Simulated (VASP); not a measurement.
# Al (Fm-3m) in VASP: further runs

The runs below take Al through single point, with PBE.

All numbers are computed with VASP 6.6.1; they aren't measurements. Logs are shortened: lines on timing, memory, paths and dates and some standing lists are left out, and cuts for length are marked.

### Step 1. The undisturbed crystal

It takes space group Fm-3m (No. 225, cubic). Conventional cell: a = 4.050 Å, b = 4.050 Å, c = 4.050 Å, α = 90.00°, β = 90.00°, γ = 90.00°. Al (site symmetry m-3m) is surrounded by 12 Al at 2.86 Å.

### Step 2. Single point, PBE (grid = ENCUT=650 dk=0.35 cell=2x2x2 ISMEAR=1 SIGMA=0.1 LREAL=Auto EDIFF=1e-06)

Contents of INCAR:

```
SYSTEM = Al
  ALGO = Fast
  EDIFF = 1E-6
  ENCUT = 650
  GGA = PE
  ISIF = 2
  ISMEAR = 1
  LASPH = .TRUE.
  LCHARG = .FALSE.
  LREAL = Auto
  LWAVE = .FALSE.
  NBANDS = 20
  NELM = 120
  PREC = Accurate
  SIGMA = 0.1
```

Contents of KPOINTS:

```
k-points
0
G
  4 4 4
  0 0 0
```

Contents of POSCAR:

```
Al
1.0
    0.0000000000      4.0496100000      4.0496100000
    4.0496100000      0.0000000000      4.0496100000
    4.0496100000      4.0496100000      0.0000000000
Al
8
Direct
    0.0000000000      0.0000000000      0.0000000000
    0.0000000000      0.0000000000      0.5000000000
    0.0000000000      0.5000000000      0.0000000000
    0.0000000000      0.5000000000      0.5000000000
    0.5000000000      0.0000000000      0.0000000000
    0.5000000000      0.0000000000      0.5000000000
    0.5000000000      0.5000000000      0.0000000000
    0.5000000000      0.5000000000      0.5000000000
```

Potentials or basis: VASP PAW PBE potentials, release 64 (Al).

Run with:

```
> cat potpaw_PBE.64/Al/POTCAR > POTCAR
> mpirun -np 1 vasp_std > vasp.out
```

OUTCAR:

```text
SYSTEM = Al
   EDIFF = 1E-6
   ENCUT = 650
   GGA = PE
   ISIF = 2
   ISMEAR = 1
   LASPH = .TRUE.
   LREAL = Auto
   NELM = 120
   PREC = Accurate

 Found      8 irreducible k-points:

 Following reciprocal coordinates:
            Coordinates               Weight
  0.000000  0.000000  0.000000      1.000000
  0.250000  0.000000  0.000000      8.000000
  0.500000  0.000000  0.000000      4.000000
  0.250000  0.250000  0.000000      6.000000
  0.500000  0.250000  0.000000     24.000000
 -0.250000  0.250000  0.000000     12.000000
   k-points           NKPTS =      8   k-points in BZ     NKDIM =      8   number of bands    NBANDS=     20
   number of dos      NEDOS =    301   number of ions     NIONS =      8
   total plane-waves  NPLWV = 110592
   dimension x,y,z NGX =    48 NGY =   48 NGZ =   48
   dimension x,y,z NGXF=    96 NGYF=   96 NGZF=   96
   ions per type =               8
   NGX,Y,Z   is equivalent  to a cutoff of  13.93, 13.93, 13.93 a.u.
   NGXF,Y,Z  is equivalent  to a cutoff of  27.87, 27.87, 27.87 a.u.
 SYSTEM =  Al
   PREC   = accura    normal or accurate (medium, high low for compatibility)
   ISTART =      0    job   : 0-new  1-cont  2-samecut
   ICHARG =      2    charge: 1-file 2-atom 10-const
   ISPIN  =      1    spin polarized calculation?
   LNONCOLLINEAR =      F non collinear calculations
   LSORBIT =      F    spin-orbit coupling
   LASPH  =      T    aspherical Exc in radial PAW
   ENCUT  =  650.0 eV  47.77 Ry    6.91 a.u.  11.91 11.91 11.91*2*pi/ulx,y,z
   NELM   =    120;   NELMIN=  2; NELMDL= -5     # of ELM steps
   EDIFF  = 0.1E-05   stopping-criterion for ELM
   LREAL  =      T    real-space projection
   EDIFFG = 0.1E-04   stopping-criterion for IOM
   NSW    =      0    number of steps for IOM
   IBRION =     -1    ionic relax: 0-MD 1-quasi-New 2-CG
   NFREE  =      0    steps in history (QN), initial steepest desc. (CG)
   ISIF   =      2    stress and relaxation
   ISYM   =      2    0-nonsym 1-usesym 2-fastsym
   POTIM  = 0.5000    time-step for ionic-motion
   TEBEG  =    0.0;   TEEND  =   0.0 temperature during run
   PSTRESS=    0.0 pullay stress
   NELECT =      24.0000    total number of electrons
   NUPDOWN=      -1.0000    fix difference up-down
   EMIN   =  10.00;   EMAX   =-10.00  energy-range for DOS
   EFERMI =   0.00;   METHOD = LEGACY
   ISMEAR =     1;   SIGMA  =   0.10  broadening in eV -4-tet -1-fermi 0-gaus
   EFERMI_NEDOS =   21; number of points for ismear=-14 and -15
   IALGO  =     68    algorithm
   IMIX   =      4    mixing-type and parameters
     AMIX     =   0.40;   BMIX     =  1.00
     AMIX_MAG =   1.60;   BMIX_MAG =  1.00
  volume/ion in A,a.u.               =      16.60       112.04
  Fermi-wavevector in a.u.,A,eV,Ry     =   0.925526  1.748991 11.654733  0.856599
  Thomas-Fermi vector in A             =   2.051390
   LORBIT       =      0    0 simple, 1 ext, 2 COOP (PROOUT), +10 PAW based schemes
   GGA     = PE    functional components
   LHFCALC =     F    Hartree Fock is set to
   AEXX    =    0.0000 exact exchange contribution
   IVDW    =     0    specifies the selected vdW correction
   LEPSILON=     F    determine dielectric tensor
   LRPA    =     F    only Hartree local field effects (RPA)
 non-spin polarized calculation
 RMM-DIIS sequential band-by-band and
 Methfessel and Paxton  Order N= 1 SIGMA  =   0.10
  energy-cutoff  :      650.00
  volume of cell :      132.82
 maximum number of plane-waves:      5044
   NGX = 23   NGY = 23   NGZ = 23

 number of electron      24.0000000 magnetization

 Free energy of the ion-electron system (eV)
  ---------------------------------------------------
  ext. energy  EPLUGINS =         0.00000000
  ---------------------------------------------------
  free energy    TOTEN  =       -29.91668677 eV

  energy without entropy =      -29.90796969  energy(sigma->0) =      -29.91378108

 E-fermi :   8.0254     XC(G=0): -10.1730

 val. band max:        7.6179274396   @ k =  -0.2500   0.5000   0.2500
 cond. band min:       8.0722672433   @ k =   0.5000   0.2500   0.0000
 fundamental gap:      0.4543398037
 Fermi energy:         8.0253810511

 k-point     1 :       0.0000    0.0000    0.0000
  band No.  band energies     occupation
      1      -3.1551      2.00000
      2       3.3682      2.00000
      3       3.3682      2.00000
      4       3.3682      2.00000
      5       3.3682      2.00000
      6       3.5657      2.00000
      7       3.5657      2.00000
      8       3.5657      2.00000
      9       3.5657      2.00000
     10       5.0286      2.00000
     11       5.0286      2.00000
     12       5.0286      2.00000
     13       6.3363      2.00000
     14       6.3363      2.00000
     15       6.3363      2.00000
     16      13.1940      0.00000
     17      13.1940      0.00000
     18      13.1941      0.00000
     19      13.5026      0.00000
     20      13.5026      0.00000

 k-point     2 :       0.2500    0.0000    0.0000
  band No.  band energies     occupation
      1      -2.7325      2.00000
      2       0.6041      2.00000
      3       2.7833      2.00000
      4       2.7833      2.00000
      5       2.7833      2.00000
      6       3.8244      2.00000
      7       3.8244      2.00000
      8       3.8244      2.00000
      9       4.9479      2.00000
     10       4.9479      2.00000
     11       4.9479      2.00000
     12       7.0730      2.00000
     13       8.3073     -0.00049
     14       8.3073     -0.00049
     15       8.3073     -0.00049
     16      10.1400      0.00000
     17      10.1400      0.00000
     18      10.1400      0.00000
     19      13.8641      0.00000
     20      13.8641      0.00000

 k-point     3 :       0.5000    0.0000    0.0000
  band No.  band energies     occupation
      1      -1.4723      2.00000
      2      -1.4723      2.00000
      3       2.9130      2.00000
      4       2.9130      2.00000
      5       2.9130      2.00000
      6       2.9130      2.00000
      7       2.9130      2.00000
      8       2.9130      2.00000
      9       7.1844      2.00000
     10       7.1844      2.00000
     11       7.1844      2.00000
     12       7.1844      2.00000
     13       7.1844      2.00000
     14       7.1844      2.00000
     15      11.3640      0.00000
     16      11.3641      0.00000
     17      11.5778      0.00000
     18      11.5778      0.00000
     19      11.5778      0.00000
     20      11.5778      0.00000

 k-point     4 :       0.2500    0.2500    0.0000
  band No.  band energies     occupation
      1      -2.5919      2.00000
      2       1.8283      2.00000
      3       1.8351      2.00000
      4       1.8351      2.00000
      5       1.8351      2.00000
      6       1.8351      2.00000
      7       5.5455      2.00000
      8       5.5455      2.00000
      9       6.1392      2.00000
     10       6.1392      2.00000
     11       6.1392      2.00000
     12       6.1392      2.00000
     13       6.8770      2.00000
     14       6.8770      2.00000
     15       9.6966     -0.00000
     16       9.6966     -0.00000
     17      10.5133      0.00000
     18      11.1922      0.00000
     19      11.1922      0.00000
     20      13.7512      0.00000

 k-point     5 :       0.5000    0.2500    0.0000
  band No.  band energies     occupation
      1      -1.6117      2.00000
      2      -0.4997      2.00000
      3       0.6025      2.00000
      4       1.6976      2.00000
      5       1.6976      2.00000
      6       3.8587      2.00000
      7       4.8877      2.00000
      8       4.8877      2.00000
      9       5.9675      2.00000
     10       7.0122      2.00000
     11       7.0122      2.00000
     12       8.0723      0.29496
     13       8.0723      0.29496
     14       9.3869     -0.00000
     15       9.3869     -0.00000
     16      10.1651      0.00000
     17      10.4570      0.00000
     18      11.1497      0.00000
     19      11.5395      0.00000
     20      11.5395      0.00000

 k-point     6 :      -0.2500    0.2500    0.0000
  band No.  band energies     occupation
      1      -2.0310      2.00000
      2       0.1909      2.00000
      3       0.1909      2.00000
      4       2.3717      2.00000
      5       2.3717      2.00000
      6       4.4107      2.00000
      7       4.4107      2.00000
      8       4.6550      2.00000
      9       4.6550      2.00000
     10       6.0629      2.00000
     11       6.5869      2.00000
     12       7.5280      2.00000
     13       8.7675     -0.00000
     14       8.7675     -0.00000
     15      10.2168      0.00000
     16      10.2168      0.00000
     17      10.9267      0.00000
     18      10.9267      0.00000
     19      11.8038      0.00000
     20      11.8038      0.00000

 [... further k-points ...]

------------------------ aborting loop because EDIFF is reached ----------------------------------------

  FORCE on cell =-STRESS in cart. coord.  units (eV):
  Direction    XX          YY          ZZ          XY          YZ          ZX
  --------------------------------------------------------------------------------------
  -------------------------------------------------------------------------------------
  Total       -0.1912345     -0.1912345     -0.1912345      0.0000000      0.0000000      0.0000000
  in kB       -2.3067855     -2.3067855     -2.3067855      0.0000000      0.0000000      0.0000000
  external PRESSURE =      -2.3067855 kB  Pullay stress =       0.0000000 kB

 VOLUME and BASIS-vectors are now :
 -----------------------------------------------------------------------------
  energy-cutoff  :      650.00
  volume of cell :      132.82
      direct lattice vectors                 reciprocal lattice vectors
     0.000000000  4.049610000  4.049610000    -0.123468680  0.123468680  0.123468680
     4.049610000  0.000000000  4.049610000     0.123468680 -0.123468680  0.123468680
     4.049610000  4.049610000  0.000000000     0.123468680  0.123468680 -0.123468680

 POSITION                                       TOTAL-FORCE (eV/Angst)
 -----------------------------------------------------------------------------------
      0.00000      0.00000      0.00000        -0.000000     -0.000000     -0.000000
      2.02481      2.02481      0.00000         0.000000     -0.000000     -0.000000
      2.02481      0.00000      2.02481         0.000000      0.000000      0.000000
      4.04961      2.02481      2.02481         0.000000     -0.000000      0.000000
      0.00000      2.02481      2.02481         0.000000      0.000000      0.000000
      2.02481      4.04961      2.02481         0.000000      0.000000     -0.000000
      2.02481      2.02481      4.04961        -0.000000      0.000000      0.000000
      4.04961      4.04961      4.04961        -0.000000     -0.000000     -0.000000
 -----------------------------------------------------------------------------------
    total drift:                               -0.000000     -0.000000     -0.000000

  FREE ENERGIE OF THE ION-ELECTRON SYSTEM (eV)
  ---------------------------------------------------
  free  energy   TOTEN  =       -29.9166867685 eV

  energy  without entropy=      -29.9079696900  energy(sigma->0) =      -29.91378108
```

Run time: 26 s. Hardware: 1 thread of Intel Xeon Platinum 8488C (Sapphire Rapids), shared host; peak memory 0.29 GiB.

These settings aren't checked as converged: the numbers below hold their error.

Results:

```yaml
Free_energy: -29.9167 eV
Pressure: -0.2 GPa
Band_gap_on_the_k_mesh: none (metal or under the smearing width)
```

### Step 3. Single point, PBE (grid = ENCUT=400 dk=0.35 cell=4x4x4 ISMEAR=1 SIGMA=0.1 LREAL=Auto EDIFF=1e-06)

Contents of INCAR:

```
PREC = Accurate ; ENCUT = 400
EDIFF = 1E-6 ; ISMEAR = 1
SIGMA = 0.1 ; LREAL = Auto
LASPH = T ; NELM = 120
ALGO = Fast ; ISIF = 2
LWAVE = F ; LCHARG = F
GGA = PE ; NBANDS = 160
```

Contents of KPOINTS:

```
regular mesh
0
Gamma
  2 2 2
```

Contents of POSCAR:

```
Al
1.0
    0.0000000000      8.0992200000      8.0992200000
    8.0992200000      0.0000000000      8.0992200000
    8.0992200000      8.0992200000      0.0000000000
Al
64
Direct
    0.0000000000      0.0000000000      0.0000000000
    0.0000000000      0.0000000000      0.2500000000
    0.0000000000      0.0000000000      0.5000000000
    0.0000000000      0.0000000000      0.7500000000
    0.0000000000      0.2500000000      0.0000000000
    0.0000000000      0.2500000000      0.2500000000
    0.0000000000      0.2500000000      0.5000000000
    0.0000000000      0.2500000000      0.7500000000
    0.0000000000      0.5000000000      0.0000000000
    0.0000000000      0.5000000000      0.2500000000
    0.0000000000      0.5000000000      0.5000000000
    0.0000000000      0.5000000000      0.7500000000
    0.0000000000      0.7500000000      0.0000000000
    0.0000000000      0.7500000000      0.2500000000
    0.0000000000      0.7500000000      0.5000000000
    0.0000000000      0.7500000000      0.7500000000
    0.2500000000      0.0000000000      0.0000000000
    0.2500000000      0.0000000000      0.2500000000
    0.2500000000      0.0000000000      0.5000000000
    0.2500000000      0.0000000000      0.7500000000
    0.2500000000      0.2500000000      0.0000000000
    0.2500000000      0.2500000000      0.2500000000
    0.2500000000      0.2500000000      0.5000000000
    0.2500000000      0.2500000000      0.7500000000
    0.2500000000      0.5000000000      0.0000000000
    0.2500000000      0.5000000000      0.2500000000
    0.2500000000      0.5000000000      0.5000000000
    0.2500000000      0.5000000000      0.7500000000
    0.2500000000      0.7500000000      0.0000000000
    0.2500000000      0.7500000000      0.2500000000
    0.2500000000      0.7500000000      0.5000000000
    0.2500000000      0.7500000000      0.7500000000
    0.5000000000      0.0000000000      0.0000000000
    0.5000000000      0.0000000000      0.2500000000
    0.5000000000      0.0000000000      0.5000000000
    0.5000000000      0.0000000000      0.7500000000
    0.5000000000      0.2500000000      0.0000000000
    0.5000000000      0.2500000000      0.2500000000
    0.5000000000      0.2500000000      0.5000000000
    0.5000000000      0.2500000000      0.7500000000
    0.5000000000      0.5000000000      0.0000000000
    0.5000000000      0.5000000000      0.2500000000
    0.5000000000      0.5000000000      0.5000000000
    0.5000000000      0.5000000000      0.7500000000
    0.5000000000      0.7500000000      0.0000000000
    0.5000000000      0.7500000000      0.2500000000
    0.5000000000      0.7500000000      0.5000000000
    0.5000000000      0.7500000000      0.7500000000
    0.7500000000      0.0000000000      0.0000000000
    0.7500000000      0.0000000000      0.2500000000
    0.7500000000      0.0000000000      0.5000000000
    0.7500000000      0.0000000000      0.7500000000
    0.7500000000      0.2500000000      0.0000000000
    0.7500000000      0.2500000000      0.2500000000
    0.7500000000      0.2500000000      0.5000000000
    0.7500000000      0.2500000000      0.7500000000
    0.7500000000      0.5000000000      0.0000000000
    0.7500000000      0.5000000000      0.2500000000
    0.7500000000      0.5000000000      0.5000000000
    0.7500000000      0.5000000000      0.7500000000
    0.7500000000      0.7500000000      0.0000000000
    0.7500000000      0.7500000000      0.2500000000
    0.7500000000      0.7500000000      0.5000000000
    0.7500000000      0.7500000000      0.7500000000
```

Potentials or basis: VASP PAW PBE potentials, release 64 (Al).

Run with:

```
> cat potpaw_PBE.64/Al/POTCAR > POTCAR
> mpirun -np 1 vasp_std > vasp.out
```

Run time: 7.8 min. Hardware: 1 thread of Intel Xeon 6975P-C (Granite Rapids), shared host; peak memory 0.97 GiB.

The run converged, but some of its settings lie outside the range that counts as converged, so its numbers aren't taken as properties of the crystal.

Results:

```
Free energy            : -239.3280 eV
Pressure               : -0.4 GPa
Band gap on the k mesh : none (metal or under the smearing width)
```
